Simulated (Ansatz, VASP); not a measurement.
## Two plane-wave programs on TaN

File INCAR:

```
ALGO     = Normal         # electronic algorithm
EDIFF    = 1E-6           # SCF threshold, eV
ENCUT    = 520            # plane-wave cutoff, eV
GGA      = PE             # functional
ISIF     = 2              # what is computed and relaxed
ISMEAR   = 1              # smearing method
LASPH    = True           # aspherical terms in the spheres
LCHARG   = False          # write CHGCAR
LREAL    = False          # projectors in reciprocal space
LWAVE    = False          # write WAVECAR
NBANDS   = 15             # bands
NELM     = 80             # most SCF steps
PREC     = Accurate       # precision mode
SIGMA    = 0.1            # smearing width, eV
```

KPOINTS

```
k-points
0
Gamma
  5 5 5
```

File POSCAR:

```
TaN
1.0
    0.0000000000      2.1790000000      2.1790000000
    2.1790000000      0.0000000000      2.1790000000
    2.1790000000      2.1790000000      0.0000000000
Ta N
1 1
Direct
    0.5000000000      0.5000000000      0.5000000000
    0.0000000000      0.0000000000      0.0000000000
```

Input for Ansatz:

```yaml
crystal:
  lattice:
    - [0.0, 2.179, 2.179]
    - [2.179, 0.0, 2.179]
    - [2.179, 2.179, 0.0]
  atoms:
    - { symbol: Ta, position: [0.5, 0.5, 0.5] }
    - { symbol: "N", position: [0.0, 0.0, 0.0] }
basis:
  ecutwfc: 550.0
kpoints:
  mp_grid:
    grid: [5, 5, 5]
hamiltonian:
  xc: pbe
scf:
  occupations:
    method: methfessel_paxton
    width: 0.1
output:
  forces: true
  stress: true
```

Alike in both runs: task single point; functional PBE; k mesh 5 × 5 × 5; occupations methfessel-paxton of order 1, width 0.1 eV; no spin polarisation.

```csv
,VASP,Ansatz
version,VASP 6.6.1,Ansatz 0.2.0
potentials or method,"VASP PAW PBE potentials, release 64 (Ta_pv, N)","plane waves, PAW"
plane-wave cutoff (eV),520,550
valence electrons in the cell,16,18
```

Ansatz gave:

- pressure (GPa): 13.9

**Question.** What did VASP give for the same quantities?

**Answer.** Pressure (GPa): 14.9.

The two sets of potentials don't hold the same shells in valence.

Caveats: the k mesh is coarse (spacing up to 0.50 Å⁻¹), so the values aren't converged. The runs have no spin-orbit coupling, so splittings on Ta are missing.
